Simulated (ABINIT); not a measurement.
Runs of ABINIT 10.8.3 (patched build) on C. It takes space group Fd-3m (No. 227, cubic). Conventional cell: a = 3.567 Å, b = 3.567 Å, c = 3.567 Å, α = 90.00°, β = 90.00°, γ = 90.00°. C (site symmetry -43m) is surrounded by 4 C at 1.54 Å. This isn't the form of C at room conditions, which is graphite.

| level | potentials or basis | k mesh | cutoff (eV) | smearing | fine-grid cutoff | most SCF steps | thinning of the exchange mesh (fockdownsampling) | model dielectric constant (diemac) | other keys | gap on the mesh (eV) | pressure (GPa) |
| --- | --- | --- | --- | --- | --- | --- | --- | --- | --- | --- | --- |
| r2SCAN | JTH PAW PBE v2.0 | 13 × 13 × 13 | 626 | fermi-dirac 0.05 eV | 1224.51 eV | - | - | - | - | (b) | 0.6 |
| r2SCAN | Ansatz NC r2SCAN | 13 × 13 × 13 | 1442 | fermi-dirac 0.05 eV | - | - | - | - | - | 4.37 | -2.5 |
| B3LYP | SPMS NC PBE v1.0 | 8 × 8 × 8 | 816 | fermi-dirac 0.05 eV | - | 60 | 2 × 2 × 2 | - | - | 6.04 | - |
| r2SCAN | Ansatz PAW PBE default generated set, frozen core | 13 × 13 × 13 | 490 | fermi-dirac 0.05 eV | 979.61 eV | - | - | - | - | 4.37 | -2.8 |
| r2SCAN | SG15 NC PBE v1.2 | 13 × 13 × 13 | 1306 | fermi-dirac 0.05 eV | - | - | - | - | - | 4.27 | -2.5 |
| r2SCAN | PseudoDojo NC SR PBE v0.4.1 standard | 13 × 13 × 13 | 1333 | fermi-dirac 0.05 eV | - | - | - | - | - | 4.17 | (a) |
| PBE0 | SPMS NC PBE v1.0 | 8 × 8 × 8 | 816 | fixed | - | 60 | 2 × 2 × 2 | 2 | nband = 16; diemac = 2 | 6.17 | - |
| PBE0 | PseudoDojo NC SR PBE v0.4.1 standard | 8 × 8 × 8 | 844 | fixed | - | 60 | 2 × 2 × 2 | - | - | 6.17 | - |

Alike in all rows: task single point; no spin polarisation; cell as given.

Problem. Fill in the values left out.

Solution. (a) 3.6; (b) 4.33.

Caveats: an odd mesh through Γ misses points on the zone boundary, where band edges often lie (some runs); the potentials were made for another functional, which shifts forces and pressure (some runs); the PAW data sets were made with another functional, which shifts forces and pressure a little (some runs); the atomic spheres overlap (some runs); a meta-GGA on potentials with a model core is unreliable (some runs).
